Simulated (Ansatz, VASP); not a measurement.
# SiNi3 in VASP and in Ansatz

```
Si Ni
1.0
     3.53403    0.00000    0.00000
     0.00000    3.53403    0.00000
     0.00000    0.00000    3.53403
Si Ni
1 3
Direct
  0.00000 0.00000 0.00000
  0.00000 0.50000 0.50000
  0.50000 0.00000 0.50000
  0.50000 0.50000 0.00000
```

Alike in both runs: functional RPBE; k mesh 6 × 6 × 6; occupations gaussian, width 0.2 eV; collinear spin.

Ansatz relaxed the structure, and its values are those at the end. VASP's run is a single point on that final structure, the one shown.

|  | VASP | Ansatz |
| --- | --- | --- |
| version | VASP 6.6.1 | Ansatz 0.2.0 |
| potentials or method | VASP PAW PBE potentials, release 64 (Si, Ni) | plane waves, PAW |
| plane-wave cutoff (eV) | 520 | 420 |
| valence electrons in the cell | 34 | 58 |

```tsv
	VASP	Ansatz	Ansatz less VASP
pressure (GPa)	0.0	0.0	-0.03
net moment per atom (μB)	0.00	0.00	0.000
```

The two sets of potentials don't hold the same shells in valence. Ansatz warned: «seeded_moment_not_kept».

Caveats: the PAW data sets were made with another functional, which shifts forces and pressure a little (VASP).
